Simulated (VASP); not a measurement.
# W₈C₇: nudged elastic band

W₈C₇, defect, 15 atoms in the cell. PBE, nudged elastic band; PAW potentials W_sv, C (PBE set).

Path: a C atom hops into a neighbouring C vacancy; Moving images: 3.

## Input

INCAR.step1:
```
SYSTEM = W8C7
  PREC = Normal
  ENCUT = 400
  EDIFF = 1E-6
  ISMEAR = 1
  SIGMA = 0.1
  LREAL = .False.
  LASPH = .True.
  NELM = 100
  ALGO = Normal
  LWAVE = .False.
  LCHARG = .False.
  IBRION = 2
  NSW = 100
  ISIF = 2
  EDIFFG = -0.02
  POTIM = 0.5
  KPAR = 6
```

INCAR.step3, as INCAR.step1 but for:
```
- IBRION = 2
- ISIF = 2
- EDIFFG = -0.02
- POTIM = 0.5
- KPAR = 6
+ IBRION = 1
+ POTIM = 0.3
+ EDIFFG = -0.05
+ SPRING = -5
+ IMAGES = 3
+ KPAR = 2
```

KPOINTS:
```
k-points
0
Gamma
  4 4 4
```

00/POSCAR:
```
W8C7
1.0
    5.8130000000      0.0000000000      0.0000000000
   -2.9065000000      5.0342056722      0.0000000000
    0.0000000000      0.0000000000      5.6732000000
W C
8 7
Direct
    0.0008990195      0.0004495097      0.9967197213
    0.0008990195      0.0004495097      0.5032802787
    0.0000000000      0.5000000000      0.0024530695
    0.0000000000      0.5000000000      0.4975469305
    0.4995504903      0.0004495097      0.9967197213
    0.4995504903      0.0004495097      0.5032802787
    0.4995504903      0.4991009805      0.9967197213
    0.4995504903      0.4991009805      0.5032802787
    0.3333333334      0.1666666666      0.7500000000
    0.3351015753      0.6675507876      0.2500000000
    0.3374035770      0.6687017885      0.7500000000
    0.8324492125      0.1648984247      0.2500000000
    0.8312982116      0.1625964230      0.7500000000
    0.8324492125      0.6675507876      0.2500000000
    0.8312982116      0.6687017885      0.7500000000
```

01/POSCAR:
```
W8C7
1.0
    5.8130000000      0.0000000000      0.0000000000
   -2.9065000000      5.0342056722      0.0000000000
    0.0000000000      0.0000000000      5.6732000000
W C
8 7
Direct
    0.0046652918      0.0023277512      1.0059766320
   -0.0269159177     -0.0134260956      0.5046871569
   -0.0001541400      0.5002259496      0.0113722471
    0.0001773029      0.4998596149      0.5096897034
    0.4976680215      0.0023333709      1.0059732589
    0.5134474982     -0.0134641199      0.5046930185
    0.4976697810      0.4953388776      1.0059711202
    0.5134585877      0.5269818703      0.5046764569
    0.3337034699      0.1668777134      0.6376406107
    0.3336271247      0.6667762060      0.2573321122
    0.3356796692      0.6677031722      0.7624384322
    0.8331341170      0.1663485020      0.2573238106
    0.8320058515      0.1642988952      0.7624501785
    0.8331467818      0.6667808413      0.2573855665
    0.8320200127      0.6677041575      0.7623896907
```

02/POSCAR:
```
W8C7
1.0
    5.8130000000      0.0000000000      0.0000000000
   -2.9065000000      5.0342056722      0.0000000000
    0.0000000000      0.0000000000      5.6732000000
W C
8 7
Direct
    0.0030425632      0.0015216677      1.0148973112
   -0.0417810197     -0.0208726679      0.5176086266
   -0.0002042690      0.5002757056      0.0161683529
    0.0002913118      0.4997940827      0.5174983518
    0.4984771545      0.0015196454      1.0148966834
    0.5208185116     -0.0208273125      0.5176098012
    0.4984740969      0.4969631734      1.0148940026
    0.5209222847      0.5418619646      0.5176076137
    0.3337660505      0.1669243355      0.5166258773
    0.3336703438      0.6667325173      0.2631434655
    0.3333819077      0.6665851037      0.7709214522
    0.8330332876      0.1662976093      0.2631267271
    0.8331741180      0.1665852742      0.7709385747
    0.8330631469      0.6667262183      0.2632024828
    0.8332039628      0.6665793510      0.7708606715
```

03/POSCAR:
```
W8C7
1.0
    5.8130000000      0.0000000000      0.0000000000
   -2.9065000000      5.0342056722      0.0000000000
    0.0000000000      0.0000000000      5.6732000000
W C
8 7
Direct
    0.0046663151      0.0023304911      1.0268770846
   -0.0268808534     -0.0134076298      0.5288988051
   -0.0001526011      0.5002252031      0.0218573681
    0.0001790519      0.4998572992      0.5238727331
    0.4976671131      0.0023335174      1.0268802324
    0.5134298666     -0.0134468545      0.5288932159
    0.4976673035      0.4953378789      1.0268819275
    0.5134398623      0.5269468334      0.5289094234
    0.3337036503      0.1668779628      0.3956636099
    0.3357244293      0.6677260998      0.2709926060
    0.3335855709      0.6667551545      0.7760987653
    0.8319839332      0.1642541833      0.2709808584
    0.8331544635      0.1663899194      0.7761071564
    0.8319981659      0.6677269300      0.2710410899
    0.8331671636      0.6667597574      0.7760451196
```

04/POSCAR:
```
W8C7
1.0
    5.8130000000      0.0000000000      0.0000000000
   -2.9065000000      5.0342056722      0.0000000000
    0.0000000000      0.0000000000      5.6732000000
W C
8 7
Direct
    0.0008993750      0.0004496875      1.0366134391
    0.0008993750      0.0004496875      0.5300532276
    0.0000000000      0.5000000000      0.0308800984
    0.0000000000      0.5000000000      0.5357865682
    0.4995503125      0.0004496875      1.0366134391
    0.4995503125      0.0004496875      0.5300532276
    0.4995503125      0.4991006250      1.0366134391
    0.4995503125      0.4991006250      0.5300532276
    0.3333333334      0.1666666666      0.2833333333
    0.3374034570      0.6687017285      0.2833333333
    0.3351012735      0.6675506367      0.7833333333
    0.8312982716      0.1625965430      0.2833333333
    0.8324493634      0.1648987265      0.7833333333
    0.8312982716      0.6687017285      0.2833333333
    0.8324493634      0.6675506367      0.7833333333
```

POSCAR.step1:
```
W8C7
1.0
    5.8130000000      0.0000000000      0.0000000000
   -2.9065000000      5.0342056722      0.0000000000
    0.0000000000      0.0000000000      5.6732000000
W C
8 7
Direct
    0.0000000000      0.0000000000      0.0000000000
    0.0000000000      0.0000000000      0.5000000000
    0.0000000000      0.5000000000      0.0000000000
    0.0000000000      0.5000000000      0.5000000000
    0.5000000000      0.0000000000      0.0000000000
    0.5000000000      0.0000000000      0.5000000000
    0.5000000000      0.5000000000      0.0000000000
    0.5000000000      0.5000000000      0.5000000000
    0.3333333334      0.1666666666      0.7500000000
    0.3333333334      0.6666666667      0.2500000000
    0.3333333334      0.6666666667      0.7500000000
    0.8333333334      0.1666666666      0.2500000000
    0.8333333334      0.1666666666      0.7500000000
    0.8333333334      0.6666666667      0.2500000000
    0.8333333334      0.6666666667      0.7500000000
```

POSCAR.step2:
```
W8C7
1.0
    5.8130000000      0.0000000000      0.0000000000
   -2.9065000000      5.0342056722      0.0000000000
    0.0000000000      0.0000000000      5.6732000000
W C
8 7
Direct
    0.0000000000      0.0000000000      0.0000000000
    0.0000000000      0.0000000000      0.5000000000
    0.0000000000      0.5000000000      0.0000000000
    0.0000000000      0.5000000000      0.5000000000
    0.5000000000      0.0000000000      0.0000000000
    0.5000000000      0.0000000000      0.5000000000
    0.5000000000      0.5000000000      0.0000000000
    0.5000000000      0.5000000000      0.5000000000
    0.3333333334      0.1666666666      0.2500000000
    0.3333333334      0.6666666667      0.2500000000
    0.3333333334      0.6666666667      0.7500000000
    0.8333333334      0.1666666666      0.2500000000
    0.8333333334      0.1666666666      0.7500000000
    0.8333333334      0.6666666667      0.2500000000
    0.8333333334      0.6666666667      0.7500000000
```

Commands (each step's output is kept before the next begins):
```
cat potpaw_PBE.64/W_sv/POTCAR potpaw_PBE.64/C/POTCAR > POTCAR
cp INCAR.step1 INCAR
cp POSCAR.step1 POSCAR
mpirun -np 6 vasp_std > vasp.out
cp POSCAR.step2 POSCAR
mpirun -np 6 vasp_std > vasp.out
# 00 and 04 hold the relaxed ends; the images between are interpolated (pair-distance (IDPP))
cp INCAR.step3 INCAR
mpirun -np 6 vasp_std > vasp.out
```

## Result

- Barrier (eV): 6.421
- Barrier of the reverse step (eV): 6.421
- Energy of the second end over the first (eV): 0.000
- Top of the path (share of its length): 0.50
- Length of the path (Å): 2.85
- Steps of the band: 5
- Ionic steps, all stages: 19
- Electronic steps, all stages: 266

Energy along the relaxed band:

| Image | Distance along the path (Å) | Energy above the first end (eV) | Slope along the path (eV/Å) | Largest force across the path (eV/Å) |
|---|---|---|---|---|
| 0 | 0.000 | 0.000 | relaxed end |  |
| 1 | 0.715 | 2.822 | 6.620 | 0.051 |
| 2 | 1.427 | 6.421 | -0.001 | 0.026 |
| 3 | 2.139 | 2.821 | -6.620 | 0.051 |
| 4 | 2.854 | 0.000 | relaxed end |  |

The cell is WC (16 atoms) with one C atom missing.

The two ends have the same energy within 0.01 eV.

Limits: the cell holds 15 atoms, so the vacancy or interstitial meets its own images and the barrier isn't that of a lone defect; the atom stays on the straight, symmetric line between the sites, so the barrier is an upper bound: a way around it wasn't tried.

VASP 6.6.1 took 739 s on 6 cores (Intel Xeon Platinum 8259CL @ 2.50GHz (Skylake/Cascade Lake)), a shared host.
